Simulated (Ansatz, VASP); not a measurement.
**Cross-check of Y between VASP and Ansatz**

Aim: how closely do two programs agree when they are given the same cell, functional and k mesh? The cell is taken from a series of runs on this material, whose earlier steps may have relaxed, scaled, displaced or heated it; both programs get it as it stands.

Calculated with Ansatz 0.2.0; plane waves, with VASP 6.6.1 beside it; relaxation of cell and atoms at PBE.

## (1) Set-up

It takes space group Im-3m (No. 229, cubic). Conventional cell: a = 4.040 Å, b = 4.040 Å, c = 4.040 Å, α = 90.00°, β = 90.00°, γ = 90.00°. Y has 8 Y at 3.50 Å nearest.

Coordinates:

```xyz
1
Lattice="-2.0200 2.0200 2.0200 2.0200 -2.0200 2.0200 2.0200 2.0200 -2.0200" Properties=species:S:1:pos:R:3 pbc="T T T"
Y     0.0000    0.0000    0.0000
```

## (2) VASP: relaxation of cell and atoms, PBE, pair 1

The relaxed volume is the usual yardstick between codes: in a stiff, nearly cubic crystal its relative difference is about their pressure difference at one cell divided by the bulk modulus.

Lines of VASP's logs that name or quote its potential files are left out, and so is its time.

INCAR reads:

```
SYSTEM = Y
PREC = Accurate
ENCUT = 500
EDIFF = 1E-07
NELM = 120
ISMEAR = 1
SIGMA = 0.2
LREAL = .FALSE.
ALGO = Normal
GGA = PE
NBANDS = 11
LASPH = .TRUE.
LORBIT = 11
LWAVE = .FALSE.
LCHARG = .FALSE.
ISIF = 3
IBRION = 2
NSW = 80
EDIFFG = -0.005
GGA_COMPAT = .FALSE.
NELMIN = 4
KPAR = 2
```

POSCAR reads:

```
Y
1.0
   -2.0199950000      2.0199950000      2.0199950000
    2.0199950000     -2.0199950000      2.0199950000
    2.0199950000      2.0199950000     -2.0199950000
Y
1
Direct
    0.0000000000      0.0000000000      0.0000000000
```

KPOINTS reads:

```
Automatic mesh
0
Gamma
16 16 16
0 0 0
```

The projector-augmented-wave data sets are Y_sv (PBE family, release 64).

Run with:

```sh
$ mpirun -np 2 vasp_std
```

Numbers of over 12 decimals in the logs are rounded to 6 here.

What it wrote:

```text
[banner, memory and clock lines left out]
running    2 mpi-ranks, on    1 nodes
 distrk:  each k-point on    1 cores,    2 groups
 distr:  one band on    1 cores,    1 groups

 POSCAR found type information on POSCAR Y
 POSCAR found :  1 types and       1 ions
 LDA part: xc-table for (Slater+PW92), standard interpolation
 POSCAR, INCAR and KPOINTS ok, starting setup
 FFT: planning ... GRIDC
 FFT: planning ... GRID_SOFT
 FFT: planning ... GRID
 WAVECAR not read
 entering main loop
       N       E                     dE             d eps       ncg     rms          rms(c)
DAV:   1     0.217890348655E+02    0.21789E+02   -0.55416E+03  3190   0.880E+02
DAV:   2    -0.537599594801E+01   -0.27165E+02   -0.26527E+02  3871   0.160E+02
DAV:   3    -0.649401058853E+01   -0.11180E+01   -0.10990E+01  4423   0.218E+01
DAV:   4    -0.652968179356E+01   -0.35671E-01   -0.35605E-01  3966   0.363E+00
DAV:   5    -0.653029301747E+01   -0.61122E-03   -0.61115E-03  4215   0.397E-01    0.240E+01
DAV:   6    -0.634980109653E+01    0.18049E+00   -0.22833E-01  3517   0.332E+00    0.146E+01
DAV:   7    -0.631244775181E+01    0.37353E-01   -0.34566E-01  3775   0.401E+00    0.112E+00
DAV:   8    -0.630891692456E+01    0.35308E-02   -0.45554E-02  3654   0.172E+00    0.216E-01
DAV:   9    -0.630855744730E+01    0.35948E-03   -0.11043E-03  3852   0.295E-01    0.980E-02
DAV:  10    -0.630852205911E+01    0.35388E-04   -0.18200E-04  3786   0.126E-01    0.293E-02
DAV:  11    -0.630852472231E+01   -0.26632E-05   -0.18458E-05  3873   0.349E-02    0.264E-02
DAV:  12    -0.630852257173E+01    0.21506E-05   -0.35301E-06  3714   0.161E-02    0.469E-03
DAV:  13    -0.630852252630E+01    0.45432E-07   -0.19492E-07  3917   0.375E-03
   1 F= -.63085225E+01 E0= -.63076921E+01  d E =-.630852E+01
 curvature:   0.00 expect dE= 0.000E+00 dE for cont linesearch  0.000E+00
 trial: gam= 0.00000 g(F)=  0.891E-62 g(S)=  0.655E-04 ort = 0.000E+00 (trialstep = 0.100E+01)
 search vector abs. value=  0.655E-04
 bond charge predicted
       N       E                     dE             d eps       ncg     rms          rms(c)
DAV:   1    -0.630949294110E+01   -0.97037E-03   -0.17151E-02  5008   0.883E-01    0.220E-01
DAV:   2    -0.630860215865E+01    0.89078E-03   -0.14610E-03  4344   0.256E-01    0.784E-02
DAV:   3    -0.630848304350E+01    0.11912E-03   -0.92979E-04  4833   0.165E-01    0.417E-02
DAV:   4    -0.630852771489E+01   -0.44671E-04   -0.24501E-05  4147   0.390E-02    0.123E-02
DAV:   5    -0.630854491595E+01   -0.17201E-04   -0.32341E-05  4437   0.217E-02    0.132E-02
DAV:   6    -0.630855091178E+01   -0.59958E-05   -0.42352E-06  3842   0.178E-02    0.159E-03
DAV:   7    -0.630855085083E+01    0.60948E-07   -0.52482E-07  3714   0.345E-03
   2 F= -.63085509E+01 E0= -.63077300E+01  d E =-.283245E-04
 trial-energy change:   -0.000028  1 .order   -0.000027   -0.000065    0.000012
 step:   0.8590(harm=  0.8432)  dis= 0.00000  next Energy=    -6.308552 (dE=-0.292E-04)
 reached required accuracy - stopping structural energy minimisation
```

OUTCAR, selected parts (step 2):

```text
ion  position               nearest neighbor table
   1  0.000  0.000  0.000-

  LATTYP: Found a body centered cubic cell.
 ALAT       =     4.0399900000

 Subroutine GETGRP returns: Found 48 space group operations
 (whereof 48 operations were pure point group operations)

The static configuration has the point symmetry O_h .

 Found    145 irreducible k-points:

   k-points           NKPTS =    145   k-points in BZ     NKDIM =    145   number of bands    NBANDS=     11

   dimension x,y,z NGX =    28 NGY =   28 NGZ =   28
   dimension x,y,z NGXF=    56 NGYF=   56 NGZF=   56

   ENCUT  =  500.0 eV  36.75 Ry    6.06 a.u.   6.38  6.38  6.38*2*pi/ulx,y,z

   NELECT =      11.0000    total number of electrons

 k-points in reciprocal lattice and weights: Automatic mesh
   0.00000000  0.00000000  0.00000000       0.000
   0.06250000  0.00000000  0.00000000       0.003
   0.12500000  0.00000000  0.00000000       0.003
   0.18750000  0.00000000  0.00000000       0.003
   0.25000000  0.00000000  0.00000000       0.003
   0.31250000  0.00000000  0.00000000       0.003
   0.37500000  0.00000000  0.00000000       0.003
   0.43750000  0.00000000  0.00000000       0.003
   0.50000000  0.00000000  0.00000000       0.001
[...]
0.50000000  0.50000000  0.43750000       0.003
   0.50000000  0.50000000  0.50000000       0.000

 average (electrostatic) potential at core
       1 -37.7854

 E-fermi :   3.1425

 k-point     1 :       0.0000    0.0000    0.0000
  band No.  band energies     occupation
      1     -39.7319      2.00000
      2     -19.4283      2.00000
      3     -19.4283      2.00000
      4     -19.4283      2.00000
      5      -1.6787      2.00000
      6       4.7947     -0.00000
      7       4.7947     -0.00000
      8       4.7947     -0.00000
      9       6.7057     -0.00000
     10       6.7057     -0.00000
    ...

 k-point     2 :       0.0625    0.0000    0.0000
  band No.  band energies     occupation
      1     -39.7294      2.00000
      2     -19.4503      2.00000
      3     -19.4352      2.00000
      4     -19.4284      2.00000
      5      -1.5765      2.00000
      6       4.7190     -0.00000
      7       4.7614     -0.00000
      8       4.8927     -0.00000
      9       6.5869     -0.00000
     10       6.7035     -0.00000
    ...

 k-point     3 :       0.1250    0.0000    0.0000
  band No.  band energies     occupation
      1     -39.7222      2.00000
      2     -19.5124      2.00000
      3     -19.4546      2.00000
      4     -19.4287      2.00000
      5      -1.2796      2.00000
      6       4.5161     -0.00000
      7       4.6209     -0.00000
      8       5.1834     -0.00000
      9       6.3708     -0.00000
     10       6.7055     -0.00000
    ...

  Total        0.0039535      0.0039535      0.0039535      0.0000000      0.0000000      0.0000000
  in kB        0.1927147      0.1927147      0.1927147      0.0000000      0.0000000      0.0000000
  external PRESSURE =       0.1927147 kB  Pullay stress =       0.0000000 kB

  energy-cutoff  :      500.00
  volume of cell :       32.87
      direct lattice vectors                 reciprocal lattice vectors
    -2.017922577  2.017922577  2.017922577     0.000000000  0.247779576  0.247779576
     2.017922577 -2.017922577  2.017922577     0.247779576  0.000000000  0.247779576
     2.017922577  2.017922577 -2.017922577     0.247779576  0.247779576  0.000000000

 POSITION                                       TOTAL-FORCE (eV/Angst)
 -----------------------------------------------------------------------------------
      2.01792      2.01792     -2.01792        -0.000000      0.000000      0.000000
 -----------------------------------------------------------------------------------
    total drift:                                0.000000      0.000000     -0.000000

  FREE ENERGIE OF THE ION-ELECTRON SYSTEM (eV)
  ---------------------------------------------------
  free  energy   TOTEN  =        -6.3085508508 eV

  energy  without entropy=       -6.3060881593  energy(sigma->0) =       -6.30772995

 reached required accuracy - stopping structural energy minimisation

 total charge
# of ion       s       p       d       f       tot
--------------------------------------------------
    1        2.274   6.229   0.909   0.007   9.418

[... 3 further parts left out ...]
```

CONTCAR:

```
Y
   1.00000000000000
    -2.0179225768420168    2.0179225768420168    2.0179225768420168
     2.0179225768420168   -2.0179225768420168    2.0179225768420168
     2.0179225768420168    2.0179225768420168   -2.0179225768420168
  Y
     1
Direct
     0.0000000000000000    0.0000000000000000    1.0000000000000000
```

## (3) Ansatz: relaxation of cell and atoms, PBE, pair 1

Ansatz runs on its PAW soft_1 files.

The same cell, functional, mesh and smearing now go to Ansatz, which takes its cutoff from its data sets.

input.yaml reads:

```yaml
crystal:
  lattice:
    - [-2.0199948569, 2.0199948569, 2.0199948569]
    - [2.0199948569, -2.0199948569, 2.0199948569]
    - [2.0199948569, 2.0199948569, -2.0199948569]
  atoms:
    - { symbol: "Y", position: [0.0, 0.0, 0.0] }
kpoints:
  mp_grid: { grid: [16, 16, 16] }
hamiltonian:
  xc: pbe
  pseudopotentials: { kind: paw, azcp: { folder: soft_1 } }
scf:
  occupations: { method: methfessel_paxton, width: 0.2 }
output:
  forces: true
  stress: true
  eigenvalues: true
relax:
  adjacent_minimum: "off"
  f_tol: 0.001
  max_steps: 60
  cell: { stress_tol: 0.01 }
```

Run with:

```sh
$ ansatz run input.yaml --threads 8 --pin off --max-ram 16384MiB --backend cpu --events-out ev --progress --plain --runs-dir out
```

What it wrote:

```text
Engine: ansatz 0.2.0, aarch64-unknown-linux-gnu
Pseudopotentials: kind: paw
Pseudopotential: Y, paw, valence charge 11, recommended cutoff 420 eV (normal), soft_1/Y.paw.azcp
Functional definition: PBE
  parameter kappa = 0.804
  parameter beta = 0.066725
  exchange = pbe_x(kappa = kappa, mu = beta*pi^2/3)
  correlation = pbe_c(beta = beta)
Crystal: 1 atoms, lattice volume = 32.969 Å³
Basis set: ecut = 420 eV, 627 PW (Γ), exchange–correlation on 48×48×48 points (8 copies of the dense FFT grid, shifted against one another)
Bands: 10, of which v1, the nominal top of the filled ones, is band 6 counted from 1 (5 counted from 0)
Symmetry: 48 space group operations
Space group: Im-3m (ITA 229), of the structure as read, at distance tolerance 3.2e-5 Å
k-points: 145 of 4096
Non-local potential: Y, projectors of the file, l = 0: 3, l = 1: 2, l = 2: 2, l = 3: 1
PAW form: soft (Blöchl's): semilocal exchange-correlation on the pseudo side does not see the compensation charge
PAW one-centre angular grid: Y, 590 points (default); XC on 64 Gauss nodes
Initial density: superposition of atomic densities (chi_scale 0.1, normalization cell)
Initial wavefunctions: pseudopotential atomic-orbital guess
Functional: x = pbe(κ = 0.804, μ = 0.219515), c = pbe(β = 0.066725)
SCF iter   1: F=—  HF=-3848.596222 eV  |F-HF|=—  |Δ(HF+E_count)|=         —  Δρ=1.54e-2  dr2=1.18e-1  ethr=3.10e-3  ⟨swp⟩=4.9  Hψ=8110  notcnv=0
preconditioner: auto → Kerker (q_TF=auto, 2.272 Å⁻¹)  [metal: Δε(μ)=0.014 eV  Ē_g=4.404 eV  σ=0.200 eV  W_gap=0.06  n_scr=12 (ndim 8)  ℏωp=11.2 eV  f_vac=0.000  D(μ)=2.66/eV (n_scr^D=42)]
SCF iter   2: F=—  HF=-3848.578613 eV  |F-HF|=—  |Δ(HF+E_count)|=   1.76e-2  S|Δr|=    0.00e0  Δρ=9.98e-3  dr2=4.99e-2  ethr=1.07e-3  ⟨swp⟩=1.0  Hψ=2610  notcnv=0
SCF iter   3: F=—  HF=-3848.567296 eV  |F-HF|=—  |Δ(HF+E_count)|=   1.13e-2  S|Δr|=    0.00e0  Δρ=1.42e-3  dr2=5.77e-4  ethr=4.53e-4  ⟨swp⟩=2.6  Hψ=2216  notcnv=0
SCF iter   4: F=—  HF=-3848.567342 eV  |F-HF|=—  |Δ(HF+E_count)|=   4.56e-5  S|Δr|=    0.00e0  Δρ=2.00e-4  dr2=9.93e-6  ethr=5.25e-6  ⟨swp⟩=1.4  Hψ=1559  notcnv=0
SCF iter   5: F=—  HF=-3848.567345 eV  |F-HF|=—  |Δ(HF+E_count)|=   3.06e-6  S|Δr|=    0.00e0  Δρ=4.44e-5  dr2=3.07e-7  ethr=9.03e-8  ⟨swp⟩=2.4  Hψ=2257  notcnv=0
SCF iter   6: F=-3848.567345 eV  HF=-3848.567345 eV  |F-HF|=5.79e-9  |Δ(HF+E_count)|=   2.01e-7  S|Δr|=    0.00e0  Δρ=6.06e-6  dr2=6.34e-9  ethr=9.09e-10  ⟨swp⟩=5.5  Hψ=6522  notcnv=0
SCF 1 converged in 6 iterations: F = -3848.567345 eV  dr2 = 6.34e-9
  greatest PAW one-centre occupation: 0.993 electrons in one spin orbital (limit 2), on the Y atom at site 0 (counted from 0), in its partial waves of l = 0
relax step   1: F+E_penalty+E_count = -3848.56734484 eV  Δ(F+E_penalty+E_count) = +0.000e0 eV  max|allowed force component| = 0.000e0 eV/Å  Δτ_max = 0.0000 Å  P = +0.002 GPa  Ω = 32.969 Å³  (6 SCF iters, dr2 threshold 1.00e-7 eV, accepted)
Initial density: handed on by an earlier stage of this run
Initial wavefunctions: pseudopotential atomic-orbital guess (no wavefunctions were taken with the density)
iter 1 solved again at ethr=7.21e-8 eV; its pass at ethr=3.10e-3 eV (dr2=7.93e-6 eV) is discarded
SCF iter   1: F=—  HF=-3848.567345 eV  |F-HF|=—  |Δ(HF+E_count)|=         —  Δρ=6.18e-6  dr2=6.43e-9  ethr=7.21e-8  ⟨swp⟩=3.0  Hψ=12643  notcnv=0
preconditioner: auto → Kerker (q_TF=auto, 2.272 Å⁻¹)  [metal: Δε(μ)=0.022 eV  Ē_g=4.285 eV  σ=0.200 eV  W_gap=0.09  n_scr=12 (ndim 8)  ℏωp=11.2 eV  f_vac=0.000  D(μ)=2.73/eV (n_scr^D=42)]
SCF iter   2: F=—  HF=-3848.567345 eV  |F-HF|=—  |Δ(HF+E_count)|=   2.72e-7  S|Δr|=    0.00e0  Δρ=3.81e-6  dr2=2.83e-9  ethr=5.85e-11  ⟨swp⟩=2.0  Hψ=2165  notcnv=0
SCF iter   3: F=—  HF=-3848.567345 eV  |F-HF|=—  |Δ(HF+E_count)|=   2.55e-9  S|Δr|=    0.00e0  Δρ=4.07e-7  dr2=4.01e-11  ethr=2.57e-11  ⟨swp⟩=2.9  Hψ=2253  notcnv=0
SCF iter   4: F=—  HF=-3848.567345 eV  |F-HF|=—  |Δ(HF+E_count)|=  3.18e-11  S|Δr|=    0.00e0  Δρ=1.08e-7  dr2=1.39e-12  ethr=3.64e-13 (applied; sched 1.00e-12)  ⟨swp⟩=2.2  Hψ=2136  notcnv=0
SCF iter   5: F=-3848.567345 eV  HF=-3848.567345 eV  |F-HF|=9.09e-13  |Δ(HF+E_count)|=  4.55e-13  S|Δr|=    0.00e0  Δρ=2.44e-8  dr2=1.39e-13  ethr=1.00e-12  ⟨swp⟩=4.0  Hψ=4248  notcnv=0
SCF 2 converged in 5 iterations: F = -3848.567345 eV  dr2 = 1.39e-13
relax step   2: F+E_penalty+E_count = -3848.56734484 eV  Δ(F+E_penalty+E_count) = -6.539e-10 eV  max|allowed force component| = 0.000e0 eV/Å  Δτ_max = 0.0000 Å  P = +0.002 GPa  Ω = 32.969 Å³  stress off target by 2.29e-3 GPa  SCF on the basis re-selected at this cell (its energy is not comparable with the rows above)  (5 SCF iters)
basis re-selected at this cell: Δ(F+E_penalty+E_count) = -6.539e-10 eV, ΔP = -0.000 GPa vs the last step (what re-selecting the basis moved, of the pressure what is left beyond the Pulay correction that the steps carried, after the strain that the cell walked since its last selection, with what the two solves' SCF thresholds leave and, on support functions, any second-order correction that the steps lacked; it is no  [...]
SCF converged after 5 iterations
Stability not checked: this state was not tested for a lower state beside it, because cold or Methfessel-Paxton smearing, or corrected tetrahedra, fill the levels in a way that the test cannot read (fill_not_monotonic; see scf.lower_state_search)
Free energy (F): -3848.567345 eV
Harris-Foulkes:  -3848.567345 eV  (|F-HF|=9.09e-13)
Internal energy: -3848.564847 eV  (E = F + TS)
E sigma→0 (E₀):  -3848.566720 eV
Entropy (-TS):   -0.002498 eV (-2.498 meV/atom)
Fermi energy:    9.476635 eV
--- Per-component energies (eV) ---
  E_band       = -122.123263
  E_kinetic    = 315.084966
  E_local      = -602.682873  (includes V_loc(G=0)·N_el)
  E_nonlocal   = 26.867853
  E_hartree    = 190.845297
  E_xc         = -178.274823
  E_vxc        = -204.997140  (∫ρ·V_xc dr)
  E_paw        = -2815.645339  (= ΣΔE_a)
  E_vpaw       = -38.086689  (= ΣTr[D̂ρ^β])
  E_aug_tail   = 0.000022  (compensation charges beyond the density's cutoff)
  E_ewald      = -784.759950
  E_smearing   = -0.002498  (= −TS)
  E_closure    = -0.000000  (closes the sum)
  Σ components = -3848.567345   (vs F -3848.567345, Δ=0.00e0)
--- Forces (eV/Å), atoms counted from 1 ---
  atom   1  Y     -0.00000000    -0.00000000     0.00000000
  max |Σ_I F_I| component: 3.29e-32 eV/Å
--- Stress (GPa, compression-positive) ---
        0.002286       0.000000      -0.000000
       -0.000000       0.002286       0.000000
        0.000000       0.000000       0.002286
  P = ⅓ Tr σ = 0.0023 GPa (0.023 kbar)
--- Band table (eV; the first three rows and the last of 145) ---
  k-point 0: bands = ["-33.3709", "-13.0806", "-13.0806", "-13.0806", "4.6982", "11.1273", "11.1273", "11.1273", "13.0330", "13.0330"]
  k-point 1: bands = ["-33.3684", "-13.1024", "-13.0874", "-13.0807", "4.7993", "11.0520", "11.0941", "11.2250", "12.9147", "13.0309"]
  k-point 2: bands = ["-33.3612", "-13.1640", "-13.1067", "-13.0810", "5.0930", "10.8498", "10.9542", "11.5148", "12.6995", "13.0332"]
  k-point 144: bands = ["-33.2557", "-13.4583", "-13.4583", "-13.4583", "8.0162", "8.0162", "14.7204", "14.7204", "14.7204", "14.8892"]
--- Relaxed structure (1 steps of the walk, 1 accepted, 1 SCFs on fresh bases) ---
  F+E_penalty+E_count = -3848.56734484 eV   max|allowed force component| = 0.000e0 eV/Å   (the final SCF, on the basis selected at the relaxed cell)
  cell:  # Å, volume = 32.9694 Å³
    - [-2.0199948569, 2.0199948569, 2.0199948569]
    - [2.0199948569, -2.0199948569, 2.0199948569]
    - [2.0199948569, 2.0199948569, -2.0199948569]
  atoms:
    - { symbol: Y, position: [0.0, 0.0, 0.0] }
```

## (4) Side by side

Known differences besides the potentials themselves: the cutoff is 420 eV in Ansatz and 500 eV in VASP; Ansatz adds a Pulay correction to the stress that steers its cell, VASP none. Total energies have different zeros and are not compared.

Both answers:

| quantity | Ansatz | VASP | difference |
| --- | --- | --- | --- |
| volume (Å³) | 32.97 | 32.87 | +0.31 % |
| edge a after relaxation, in the typed setting (Å) | 3.499 | 3.495 | +0.10 % |

[end of part 1 of 2]

[Lines on the potential files, build, host, timing and source positions are cut from VASP's logs without a mark.]

[Logs are printed without paths, hosts, clocks, repeated set-up lines and the standing remarks that a program may print on its own settings, such as how far it seeks lower states.]

[Hosts, paths, dates, database ids (printed as entryN), source tags and the programs' standing remarks are cut or masked in the printed files.]
